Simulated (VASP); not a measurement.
The system is Pt.

```xyz
3
Lattice="3.6656 0.0000 0.0000 -1.8328 3.1745 0.0000 0.0000 0.0000 4.1588" Properties=species:S:1:pos:R:3 pbc="T T T"
Pt    0.8262    0.0000    1.3863
Pt   -0.4131    0.7155    2.7725
Pt    1.4197    2.4590    0.0000
```

The cell was built by a generator and needn't be a form met in nature.

```yaml
Program: VASP 6.6.1
Task: relaxation of cell and atoms
Functional: PBEsol
Potentials_or_basis: VASP PAW PBE potentials, release 64 (Pt)
Cutoff: 600 eV
k_mesh: 6 × 6 × 4
Occupations: gaussian, width 0.1 eV
Spin: no spin polarisation
```

At the start: pressure 115.8 GPa; volume 16.13 Å³/atom.

**Question.** How do energy, volume and symmetry change on relaxing?

**Answer.** Over 16 steps the energy falls by 3390.7 meV/atom and the volume is 17.30 Å³/atom (+7.2 %); space group R-3m (No. 166, to 0.05 Å).

The path:
```
step  energy change (eV)  largest force (eV/Å)  pressure (GPa)  volume (Å³)
   1              0.0000               22.6337          115.80        48.39
   2             26.9030                0.0069           -5.59       178.62
   3              3.2600                0.0687          -11.25       167.82
   4              1.4056                0.1339          -12.66       144.84
   5             -4.8614                0.5951          -25.87        88.51
   6             -8.5000                0.0471          -27.39        66.59
   7             -9.8034                0.6783          -14.46        57.05
   8             -9.7856                2.2120            0.97        53.13
   9             -9.8713                1.1736           -8.84        55.32
  10             -9.8724                1.2919           -7.64        55.01
  11            -10.0360                0.9348           11.34        49.78
  12            -10.0600                1.0766            5.40        51.05
  13            -10.1712                0.0116            0.95        51.66
  14            -10.1712                0.0248            0.91        51.67
  15            -10.1707                0.0261           -1.37        52.21
  16            -10.1720                0.0023           -0.09        51.90
```

Final structure:
```yaml
crystal:
  lattice:
    - [3.68036, 0.00000, 0.00000]
    - [-1.84018, 3.18728, 0.00000]
    - [0.00000, 0.00000, 4.42461]
  atoms:
    - { symbol: Pt, position: [0.33338, 0.00000, 0.33333] }
    - { symbol: Pt, position: [0.00000, 0.33338, 0.66667] }
    - { symbol: Pt, position: [0.66662, 0.66662, 0.00000] }
```

Caveat: the k mesh is coarse (spacing up to 0.38 Å⁻¹), so the values aren't converged; the PAW data sets were made with another functional, which shifts forces and pressure a little.
